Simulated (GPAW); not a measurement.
**Si2Mo in GPAW: the effect of strain**

The system is Si2Mo.

```
CELL_PARAMETERS angstrom
4.76889 0.00000 0.00000
-2.38445 3.97113 0.00000
0.00000 0.00000 6.57976
ATOMIC_POSITIONS crystal
Mo 0.50000 0.50000 0.83333
Mo 0.00000 0.50000 0.16667
Mo 0.50000 0.00000 0.50000
Si 0.16387 0.32775 0.50000
Si 0.67225 0.83613 0.16667
Si 0.83613 0.16387 0.83333
Si 0.83613 0.67225 0.50000
Si 0.32775 0.16387 0.16667
Si 0.16387 0.83613 0.83333
```

The cell comes from a database or a generator and needn't be the stable form of this composition.

The cell isn't the ideal one: strain = 0.04.

Alike in all runs:

* Program: GPAW 26.7.0
* Task: single point
* Functional: PBE
* Potentials or basis: GPAW PAW data sets (gpaw-data 1.2.1)
* Cutoff: 600 eV
* Basis: pw
* k mesh: 5 × 5 × 3
* Occupations: fermi-dirac, width 0.05 eV
* Spin: no spin polarisation
* Maxiter: 150

```csv
strain,gap on the mesh (eV),pressure (GPa),largest force (eV/Å)
0.04,0.50,-3.4,0.08
0.02,0.56,0.0,0.04
-0.04,?,?,?
```

Q: What does the run with strain -0.04 give?

A: gap on the mesh 0.69 eV; pressure 14.2 GPa; largest force 0.07 eV/Å.

Caveats: the density grid can change from cell to cell, which puts small steps into energies and stress; an odd mesh through Γ misses points on the zone boundary, where band edges often lie.
